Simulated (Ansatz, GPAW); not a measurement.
# One calculation of Al2Pt, 3 ways

```
Pt Al
1.0
     0.00000    2.95500    2.95500
     2.95500    0.00000    2.95500
     2.95500    2.95500    0.00000
Pt Al
1 2
Direct
  0.00000 0.00000 0.00000
  0.75000 0.75000 0.75000
  0.25000 0.25000 0.25000
```

Alike in all runs: task equation of state; functional LDA; k mesh 8 × 8 × 8; occupations fermi-dirac, width 0.05 eV; no spin polarisation; no spin-orbit coupling. LDA stands for any of its common fits.

| program and potentials | plane-wave cutoff (eV) | notes | equilibrium volume (Å³/atom) | bulk modulus (GPa) |
| --- | --- | --- | --- | --- |
| Ansatz, Ansatz PAW | 420 | potentials made for PBE, which Ansatz adapts in part | 16.71 | 145.3 |
| GPAW, the program's PAW data sets (release 1.2.1) made for this functional | 600 | - | 16.76 | 144.7 |
| Ansatz, all-electron LAPW, scalar-relativistic | - | - | 16.71 | 145.3 |

The equilibrium volume spans 16.71 (Ansatz, Ansatz PAW) to 16.76 Å³/atom (GPAW, the program's PAW data sets (release 1.2.1) made for this functional), with all-electron results at 16.71. The bulk modulus spans 144.7 (GPAW, the program's PAW data sets (release 1.2.1) made for this functional) to 145.3 GPa (Ansatz, Ansatz PAW), with all-electron results at 145.3. For a metal such a mesh isn't converged, which the comparison doesn't need.

Differences between rows come from potentials, basis sets and numerical settings, since the functional is the same but for its coding. Runs on potential files found faulty are left out.

The three treatments give practically the same equation of state for Al2Pt. The Ansatz PAW run matches the all-electron volume and bulk modulus to the printed digits, so using potentials made for PBE does no visible harm here, although some cancellation of errors can't be excluded. GPAW gives a slightly larger volume, 16.76 against 16.71 Å³/atom, and a slightly lower bulk modulus, as expected when a lattice is expanded a little.

All three volumes lie below that of the listed cell, whose lattice parameter is close to the measured one. This is the usual LDA overbinding, and it far exceeds the spread between the runs. The bulk modulus falls between those of elemental aluminium and platinum. The likely reason is that hybridisation of Pt 5d with Al sp states stiffens the fluorite-type lattice relative to aluminium, while the high aluminium content dilutes the strong d-d cohesion of platinum. Agreement near equilibrium doesn't establish that the potentials would remain equally reliable under strong compression, where core overlap matters more.
